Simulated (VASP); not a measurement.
# Settings for MoS₂: NMR shieldings and orbital susceptibility

MoS₂, P6_3/mmc (no. 194), 6 atoms in the cell. LDA, GIPAW shieldings; PAW potentials Mo_sv, S (LDA set). VASP 6.6.1.

Wanted: isotropic shielding within 10 ppm; span within 20 ppm.

POSCAR:
```
MoS2
1.0
    3.1690000000      0.0000000000      0.0000000000
   -1.5845000000      2.7444345046      0.0000000000
    0.0000000000      0.0000000000     12.3240000000
Mo S
2 4
Direct
    0.6666666667      0.3333333333      0.7500000000
    0.3333333333      0.6666666667      0.2500000000
    0.6666666667      0.3333333333      0.3770000000
    0.3333333333      0.6666666667      0.8770000000
    0.6666666667      0.3333333333      0.1230000000
    0.3333333333      0.6666666667      0.6230000000
```

The series start from ENCUT (eV): 400; k mesh: 7 × 7 × 2; EDIFF (eV): 1e-8; PREC: Accurate; Projectors: LREAL = F, NLSPLINE = T; LNMR_SYM_RED: yes; ALGO: Normal. Each series keeps the choices made before it, and each single choice may use up half of a tolerance.

## ENCUT (eV)

| ENCUT (eV) | Isotropic shielding, largest deviation (ppm) | Span, largest deviation (ppm) | Time (s) |
|---|---|---|---|
| 300 | 1 | 2 | 270 |
| 350 | 3 | 2 | 351 |
| 400 | 2 | 0 | 300 |
| 450 | 1 | 0 | 693 |
| 550 | 0 | 0 | 925 |
| 650 (reference) | 0 | 0 | 1620 |

## k mesh

| k mesh | Isotropic shielding, largest deviation (ppm) | Span, largest deviation (ppm) | Time (s) |
|---|---|---|---|
| 3 × 3 × 1 | 1428 | 4272 | 61 |
| 4 × 4 × 1 | 223 | 1315 | 111 |
| 6 × 6 × 2 | 154 | 387 | 390 |
| 7 × 7 × 2 | 52 | 110 | 270 |
| 8 × 8 × 2 | 8 | 24 | 605 |
| 10 × 10 × 3 (reference) | 0 | 0 | 882 |

## Question

The rows run from the loosest to the tightest. For each series: choose the loosest value from which every tighter one stays within half of the tolerance.

## Answer

- ENCUT (eV): 300
- k mesh: 10 × 10 × 3, the tightest run, since the next looser one is off by more than half of the tolerance (convergence isn't shown beyond it)

## All choices together

| Input | Isotropic shielding, largest deviation (ppm) | Span, largest deviation (ppm) | Time (s) |
|---|---|---|---|
| defaults but for LCHIMAG, on a 6 × 6 × 2 mesh (naive) | 129 | 434 | 24 |
| chosen settings | 1 | 2 | 882 |
| reference settings throughout | 0 | 0 | 1702 |

The chosen settings stay within the tolerance of the reference run, but the reference itself isn't shown to be converged in: k mesh, EDIFF (eV).

Values of the reference run: Isotropic shielding: 341.5, 341.5, 143.6, 143.6, 143.6, 143.6 ppm, absolute isotropic shielding with the core part, with the G = 0 term; Span: 1581, 1581, 323.9, 323.9, 323.9, 323.9 ppm.

## The input

INCAR:
```
SYSTEM = MoS2
  ALGO = Normal
  EDIFF = 1E-8
  ENCUT = 300
  GGA = CA
  ISMEAR = 0
  KPAR = 4
  LASPH = .TRUE.
  LCHARG = .FALSE.
  LCHIMAG = .TRUE.
  LNMR_SYM_RED = .TRUE.
  LREAL = .FALSE.
  LWAVE = .FALSE.
  NELM = 120
  NLSPLINE = .TRUE.
  PREC = Accurate
  SIGMA = 0.01
```

KPOINTS:
```
Automatic mesh
0
Gamma
  10 10 3
  0 0 0
```

Commands:
```
cat potpaw_LDA.64/Mo_sv/POTCAR potpaw_LDA.64/S/POTCAR > POTCAR
mpirun -np 4 vasp_std > vasp.out
```

Limits: The response is non-relativistic, which costs accuracy next to heavy atoms.

The chosen input took VASP 6.6.1 882 s on 4 cores (Intel Xeon Platinum 8488C (Sapphire Rapids)), a shared host.

## An input that fails: smearing meant for metals

It runs to its end, but against the unchanged starting input it is off by 34528 ppm in the isotropic shielding, 58417 ppm in the span.

Changes against the starting input:
```
- ISMEAR = 0
- SIGMA = 0.01
+ ISMEAR = 1
+ SIGMA = 1.0
```
